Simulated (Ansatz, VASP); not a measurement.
**Two plane-wave programs on BAs**

```xyz
2
Lattice="0.0000 2.3885 2.3885 2.3885 0.0000 2.3885 2.3885 2.3885 0.0000" Properties=species:S:1:pos:R:3 pbc="T T T"
B     0.0000    0.0000    0.0000
As    3.5828    3.5828    3.5828
```

Alike in both runs: task single point; functional PBEsol; k mesh 12 × 12 × 12; occupations gaussian, width 0.05 eV; no spin polarisation.

|  | VASP | Ansatz |
| --- | --- | --- |
| version | VASP 6.6.1 | Ansatz 0.2.0 |
| potentials or method | VASP PAW PBE potentials, release 64 (B, As) | scalar-relativistic, plane waves, PAW |
| plane-wave cutoff (eV) | 520 | 420 |
| valence electrons in the cell | 8 | 18 |

```tsv
	VASP	Ansatz	Ansatz less VASP
gap on the k mesh at the Fermi level (eV)	1.08	1.09	+0.009
least direct gap on the mesh (eV)	3.24	3.24	+0.004
pressure (GPa)	0.1	-0.8	-0.85
```

With one functional, cell and mesh, what is left measures potentials, basis and numerics. The two sets of potentials don't hold the same shells in valence.

Caveats: the PAW data sets were made with another functional, which shifts forces and pressure a little (VASP). A k mesh can miss the band edges.
